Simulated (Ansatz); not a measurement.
# NaBr (rock salt), generalised stacking-fault energy along a line

NaBr (rock salt) is sheared across one {100} plane: the third cell vector gains the shift, so faults repeat every 9.1 Å. The cut lies between planes 3.02 Å apart; the cell height is held.

```
NaBr
1.0
    4.26808     0.00000     0.00000
    0.00000     4.26808     0.00000
    2.13404     2.13404     9.05397
Br Na
3 3
Cartesian
  1.77837   1.77837   7.54497
  1.77837   1.77837   1.50899
  3.91241   3.91241   4.52698
  3.91241   3.91241   7.54497
  3.91241   3.91241   1.50899
  1.77837   1.77837   4.52698
```

In-plane vectors a = (4.268, 0.000) Å, b = (0.000, 4.268) Å, area 18.22 Å². The shift is s times the vector a + b (length 6.036 Å), so s = 1 restores the start. Atoms relax along the normal only. γ = [E(shift) − E(0)] / area.

Method: PBE (plane waves to 420 eV, PAW, scalar-relativistic; Ansatz, a first-principles code). k mesh 7×7×7 (Γ-centred), Fermi-Dirac smearing 0.05 eV. Energies are extrapolated to zero smearing. Stress and pressure are positive under compression. Faults lie only 9.1 Å apart, and holding the cell height raises γ above its relaxed value. NaBr was relaxed with its symmetry unable to fall. The zero of γ is zero shift.

| shift (Å) | γ·area (meV/cell) | σ normal to the fault (GPa) |
|---|---|---|
| 0.000 | 0 | 0.0 |
| 0.503 | 43 | 0.0 |
| 1.006 | 174 | 0.6 |
| 1.509 | 358 | 2.2 |
| 2.012 | 523 | 3.9 |
| 2.515 | 634 | 5.1 |
| 3.018 | 673 | 5.5 |
| 3.521 | 634 | 5.1 |
| 4.024 | 523 | 3.9 |
| 4.527 | 358 | 2.2 |
| 5.030 | 174 | 0.6 |
| 5.533 | 43 | 0.0 |

What the scan shows:

```
Item                                                                             Value
------------------------------------------------------------  ------------------------
Highest computed γ on the line                                               592 mJ/m²
Position of the highest point                                                s = 0.500
Local minima between the ends                                 no computed point is one
Steepest slope dγ/d(shift) before the first maximum (spline)                   3.3 GPa
```

(The slope of γ gives the shear force per area between the displaced halves; near zero shift its curvature is an elastic stiffness.)
